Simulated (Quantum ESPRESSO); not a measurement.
Crystal: TiTe.

```
Ti Te
1.0
     0.00000    3.31060    3.31060
     3.31060    0.00000    3.31060
     3.31060    3.31060    0.00000
Ti Te
1 1
Direct
  0.00000 0.00000 0.00000
  0.25000 0.25000 0.25000
```

The cell comes from a database or a generator and needn't be the stable form of this composition.

Base run:

* Program: Quantum ESPRESSO 7.5
* Functional: LDA
* Potentials or basis: GBRV 1.5 LDA
* Cutoff: 612 eV
* Density cutoff: 4898 eV
* k mesh: 5 × 5 × 5
* Occupations: gaussian, width 0.05 eV
* Spin: collinear spin, ferromagnetic start
* Starting moments: [2.0, 0.0] μB
* Hubbard terms: Ti d U = 6 eV

Its results: band gap on the k mesh none (metal or under the smearing width); pressure -5.0 GPa; net moment 2.00 μB per cell; site moments Ti +1.74; Te -0.16 μB.

Task: The run is repeated on the same cell with these changes: hubbard terms from Ti d U = 6 eV to Ti d U = 8 eV. What comes out?

Result: Band gap on the k mesh none (metal or under the smearing width); pressure -4.5 GPa; net moment 2.00 μB per cell; site moments Ti +1.77; Te -0.17 μB.

Caveats: the U is typed as a test and isn't derived for this compound.
